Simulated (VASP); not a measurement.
# PbTe: relaxed cell and band gap, by functional and dispersion

PbTe, Fm-3m (no. 225), 2 atoms in the cell.

| Functional | Dispersion | Volume (Å³/atom) | Change from the starting volume (fraction) | Gap, path and mesh (eV) | Dispersion term (eV/cell) | Time (s) |
|---|---|---|---|---|---|---|
| PBE | none | 35.43 | 0.050 | 0.83 | – | 116 |
| PBE | D4 without three-body term | 33.67 | -0.002 | 0.73 | -0.928 | 78 |
| SCAN | D3 | 33.96 | 0.007 | 0.87 | -0.159 | 385 |

Limits: Spin-orbit coupling is left out, and with elements this heavy it changes the gap.

## Input of the first row

INCAR.step1:
```
PREC     = Accurate       # precision mode
ENCUT    = 600            # plane-wave cutoff, eV
EDIFF    = 1E-7           # SCF threshold, eV
ISMEAR   = 0              # smearing method
SIGMA    = 0.02           # smearing width, eV
LREAL    = False          # projectors in reciprocal space
LASPH    = True           # aspherical terms in the spheres
GGA_COMPAT= False        
ALGO     = Normal         # electronic algorithm
NELM     = 150            # most SCF steps
ISIF     = 3              # what is computed and relaxed
LWAVE    = False          # write WAVECAR
LCHARG   = False          # write CHGCAR
GGA      = PE             # functional
IBRION   = 2              # ionic algorithm
EDIFFG   = -0.002         # ionic threshold
NSW      = 60             # ionic steps
KPAR     = 2             
```

INCAR.step2, as INCAR.step1 but for:
```
- NSW = 60
+ NSW = 40
```

INCAR.step3, as INCAR.step2 but for:
```
- ISIF = 3
- IBRION = 2
- EDIFFG = -0.002
- NSW = 40
+ ISIF = 2
+ NBANDS = 17
```

KPOINTS:
```
k-points
0
Gamma
  5 5 5
```

KPOINTS_OPT:
```
path GXWKGLUWLK,UX
8
line-mode
reciprocal
 0.0000000000  0.0000000000  0.0000000000  G
 0.5000000000  0.0000000000  0.5000000000  X

 0.5000000000  0.0000000000  0.5000000000  X
 0.5000000000  0.2500000000  0.7500000000  W

 0.5000000000  0.2500000000  0.7500000000  W
 0.3750000000  0.3750000000  0.7500000000  K

 0.3750000000  0.3750000000  0.7500000000  K
 0.0000000000  0.0000000000  0.0000000000  G

 0.0000000000  0.0000000000  0.0000000000  G
 0.5000000000  0.5000000000  0.5000000000  L

 0.5000000000  0.5000000000  0.5000000000  L
 0.6250000000  0.2500000000  0.6250000000  U

 0.6250000000  0.2500000000  0.6250000000  U
 0.5000000000  0.2500000000  0.7500000000  W

 0.5000000000  0.2500000000  0.7500000000  W
 0.5000000000  0.5000000000  0.5000000000  L

 0.5000000000  0.5000000000  0.5000000000  L
 0.3750000000  0.3750000000  0.7500000000  K

 0.6250000000  0.2500000000  0.6250000000  U
 0.5000000000  0.0000000000  0.5000000000  X
```

POSCAR.step1:
```
TePb
1.0
    0.0000000000      3.2310000000      3.2310000000
    3.2310000000      0.0000000000      3.2310000000
    3.2310000000      3.2310000000      0.0000000000
Pb Te
1 1
Direct
    0.0000000000      0.0000000000      0.0000000000
    0.5000000000      0.5000000000      0.5000000000
```

Commands (each step's output is kept before the next begins):
```
cat potpaw_PBE.64/Pb_d/POTCAR potpaw_PBE.64/Te/POTCAR > POTCAR
cp INCAR.step1 INCAR
cp POSCAR.step1 POSCAR
mpirun -np 2 vasp_std > vasp.out
cp CONTCAR POSCAR
rm WAVECAR CHG
cp INCAR.step2 INCAR
mpirun -np 2 vasp_std > vasp.out
cp CONTCAR POSCAR
rm WAVECAR CHG
cp INCAR.step3 INCAR
mpirun -np 2 vasp_std > vasp.out
```

Changes of row 2 against the first:
```
(all steps)
+ IVDW = 13
+ VDW_S9 = 0.0
```

VASP 6.6.1 took 116 s on 2 cores (Intel Xeon Platinum 8375C @ 2.90GHz (Ice Lake)), a shared host.
